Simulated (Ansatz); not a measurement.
# BN: a line through an energy map

Aim: follow the energy of BN (F-43m, No. 216; 4 atoms in the cell) along one coordinate, amplitude of mode 4 (482 cm⁻¹), with the other held at amplitude of mode 5 (482 cm⁻¹) = −0.068 Å.

Computed with Ansatz 0.2.0 (DFT PBE, scalar-relativistic, plane waves, PAW, unless a step's input says otherwise).

29 further runs of the same task are left out: 29 set aside as unsound or not needed.

## (1) The system as given

It takes space group F-43m (No. 216, cubic). Conventional cell: a = 3.625 Å, b = 3.625 Å, c = 3.625 Å, α = 90.00°, β = 90.00°, γ = 90.00°. Around B (site symmetry -43m) lie 4 N at 1.57 Å. Around N (site symmetry -43m) lie 4 B at 1.57 Å.

As a file:

```cif
data_structure
_symmetry_space_group_name_H-M 'P 1'
_symmetry_Int_Tables_number 1
_cell_length_a 2.5631
_cell_length_b 2.5631
_cell_length_c 2.5631
_cell_angle_alpha 60.000
_cell_angle_beta 60.000
_cell_angle_gamma 60.000
_cell_volume 11.91
loop_
_atom_site_label
_atom_site_type_symbol
_atom_site_fract_x
_atom_site_fract_y
_atom_site_fract_z
_atom_site_occupancy
B1 B 0.00000 0.00000 0.00000 1
N1 N 0.75000 0.75000 0.75000 1
```

It goes back to an entry of the Materials Project.

This cell was relaxed beforehand with the same method: volume 5.95 Å³/atom, gap on the mesh 4.46 eV.

## (2) Plan of the line

The energy is mapped over two normal modes frozen in (zone-centre modes of the cell shown, which folds in the wave vector (0, 0, 1/2) of the primitive cell).

First coordinate, amplitude of mode 4 (482 cm⁻¹), largest displacement: 11 values from −0.085 Å. Second coordinate, amplitude of mode 5 (482 cm⁻¹), largest displacement: 11 values from −0.085 Å.

Nothing else is relaxed (the cell and all other modes fixed). Energies count from the relaxed high-symmetry cell. Points are written as (first, second).

The modes come from a phonon run on the reference cell, made beforehand.

The patterns, per unit of each coordinate (Å):

```
atom      x1      y1      z1      x2      y2      z2
  B1   0.760  -0.171   0.590  -0.242   0.779   0.537
  B2  -0.760   0.171  -0.590   0.242  -0.779  -0.537
  N3   0.778  -0.174   0.604  -0.248   0.798   0.550
  N4  -0.778   0.174  -0.604   0.248  -0.798  -0.550
```

## (3) The run at (−0.085 Å, −0.068 Å)

input.yaml

```yaml
crystal:
  lattice:
    - [0.0, -1.8123937734, -1.8123937734]
    - [-1.8123937734, 0.0, -1.8123937734]
    - [1.8123937734, 1.8123937734, -3.6247875468]
  atoms:
    - { symbol: B, position: [0.021246622, 0.0265740297, 0.0] }
    - { symbol: B, position: [0.478753378, 0.4734259703, 0.5] }
    - { symbol: "N", position: [0.3967430561, 0.4021949404, 0.875] }
    - { symbol: "N", position: [0.8532569439, 0.8478050596, 0.375] }
basis:
  ecutwfc: 520.0
kpoints:
  mp_grid: { grid: [6, 6, 6] }
hamiltonian:
  xc: pbe
scf:
  occupations: { method: gaussian, width: 0.05 }
output:
  forces: true
  stress: true
  eigenvalues: true
```

The run is started by

```bash
ansatz run input.yaml --threads 1 --pin off --max-ram 2048MiB --backend cpu --events-out ev --progress --plain --runs-dir out
```

Further runs follow: the other points of the line.

Q: Predict the outcome of this session. Wanted: for each run, amplitude of mode 4; energy; slope; pressure; largest force on an atom.

As calculated:

```
amplitude of mode 4 (482 cm⁻¹), largest displacement (Å)  step  energy (meV)  slope (meV per Å)  pressure (GPa)  band gap on the k-mesh (eV)  largest force on an atom (eV/Å)
                                                  −0.085     3           247              −3534           −0.33                        4.238                             1.34
                                                  −0.068     4           193              −2830           −0.27                        4.287                             1.18
                                                  −0.051     5           150              −2123           −0.21                        4.325                             1.04
                                                  −0.034     6           120              −1416           −0.17                        4.356                             0.92
                                                  −0.017     7           102               −708           −0.14                        4.374                             0.85
                                                   0.000     –            96                  0           −0.13                        4.374                             0.82
                                                   0.017     –           102                708           −0.14                        4.368                             0.85
                                                   0.034     –           120               1416           −0.17                        4.353                             0.92
                                                   0.051     –           150               2123           −0.21                        4.332                             1.03
                                                   0.068     –           193               2829           −0.27                        4.299                             1.16
                                                   0.085     –           247               3534           −0.33                        4.247                             1.33
```

Energies count from the relaxed high-symmetry cell. Rows without a step come from runs not printed here or follow by symmetry. Slopes come from the forces (and the stress, where the cell changes), not from differences of energies.

The lowest point of the line is at 0.000 Å, 96 meV from the zero. The highest point computed, at −0.085 Å, lies 150 meV above the lowest. This is one cut through a surface in two coordinates; the map's lowest point lies off it. The cutoff or the k-mesh is coarse on purpose, so the map is rough. In some runs cutoff or mesh lie under the advised values, so their numbers carry a basis error.

The gaps are Kohn-Sham values of a semilocal functional, not quasiparticle or optical gaps. Such gaps usually fall short of the measured ones.
